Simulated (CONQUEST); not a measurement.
ZrC under changes of volume

One of the cells (13.493 Å³/atom); the others are scaled copies at fixed shape and fractional positions:

```xyz
4
Lattice="3.3668 0.0000 0.0000 0.0000 3.3668 0.0000 0.0000 0.0000 4.7613" Properties=species:S:1:pos:R:3 pbc="T T T"
Zr    0.0000    0.0000    2.3807
Zr    1.6834    1.6834    0.0000
C     0.0000    0.0000    0.0000
C     1.6834    1.6834    2.3807
```

```yaml
Program: CONQUEST 1.3
Functional: PBE
Potentials_or_basis: PseudoDojo NC PBE, DZP, grid of 32 × 32 × 48 points
k_mesh: 8 × 8 × 6
Occupations: fermi-dirac, width 0.05 eV
Spin: no spin polarisation
```

| volume (Å³/atom) | energy over the lowest point (meV/atom) | pressure (GPa) |
| --- | --- | --- |
| 12.434 | 28.42 | 14.0 |
| 12.699 | 10.20 | 8.0 |
| 13.228 | 0.00 | -1.6 |
| 13.493 | ? | ? |
| 13.757 | 18.30 | -9.0 |
| 14.022 | 35.87 | -12.6 |

Question: What does the run at 13.493 Å³/atom give?

Answer: Energy over the lowest point 6.10 meV/atom; pressure -5.7 GPa.

Worked out: A Birch-Murnaghan fit of order 3 (a polynomial in V^(-2/3)) to the other rows has its minimum at 13.13 Å³/atom with B0 = V·E''(V) = 222 GPa and B' = 5.5. It gives 6.08 meV/atom at 13.493 Å³/atom, against the run's 6.10, and -dE/dV = -5.6 GPa, against -5.7.

Energies are extrapolated to zero smearing.

Caveats: the basis of atomic orbitals isn't converged, which shifts pressures, moduli and gaps; the real-space grid breaks the cell's symmetry a little (some runs).
